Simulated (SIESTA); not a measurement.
Runs of SIESTA 5.4.2 on MoS2. It takes space group R3m (No. 160, trigonal). Conventional cell: a = 3.160 Å, b = 3.160 Å, c = 18.450 Å, α = 90.00°, β = 90.00°, γ = 120.00°. Mo (site symmetry 3m) is surrounded by 6 S at 2.39 Å. S (site symmetry 3m) is surrounded by 3 Mo at 2.39 Å. Around S (site symmetry 3m) lie 3 Mo at 2.39 Å. Measurements of this composition are mostly on another form, of space group No. 194.

```csv
task,level,potentials or basis,k mesh,wannier functions,bands left out below,wannier mesh,gap on the mesh (eV),pressure (GPa),largest force (eV/Å)
band structure,AM05,"PseudoDojo 0.4 standard (PBEsol files), DZP (energy shift 0.003 Ry; two zetas on semicore shells)",10 × 10 × 10,-,-,-,1.00,(a),0.58
band structure,vdW-DF-cx,"PseudoDojo 0.4 standard (PBE files), DZP (energy shift 0.003 Ry; two zetas on semicore shells)",10 × 10 × 10,-,-,-,(b),5.1,0.97
band structure,BLYP,"PseudoDojo 0.4 standard (PBE files), DZP (energy shift 0.003 Ry; two zetas on semicore shells)",10 × 10 × 10,-,-,-,1.03,16.2,1.39
Wannier functions,PBE,"PseudoDojo 0.4 standard (PBE files), TZP (energy shift 0.003 Ry; two zetas on semicore shells)",8 × 8 × 8,13,0,6 × 6 × 6,1.07,7.8,0.90
band structure,PBE,"PseudoDojo 0.4 standard (PBE files), DZP (energy shift 0.003 Ry; two zetas on semicore shells)",10 × 10 × 10,-,-,-,1.01,8.3,0.96
```

Alike in all rows: no spin polarisation; cell as given; smearing fermi-dirac 0.05 eV; grid cutoff 800 Ry; energy shift 0.003 Ry.

Question: Fill in the values left out.

Answer: (a) 3.0; (b) 0.99.

Caveats: the basis of atomic orbitals isn't converged, which shifts pressures, moduli and gaps; the potentials were made for another functional, which shifts forces and pressure (some runs).

A k mesh can miss the band edges, and the runs leave out spin-orbit coupling on Mo.
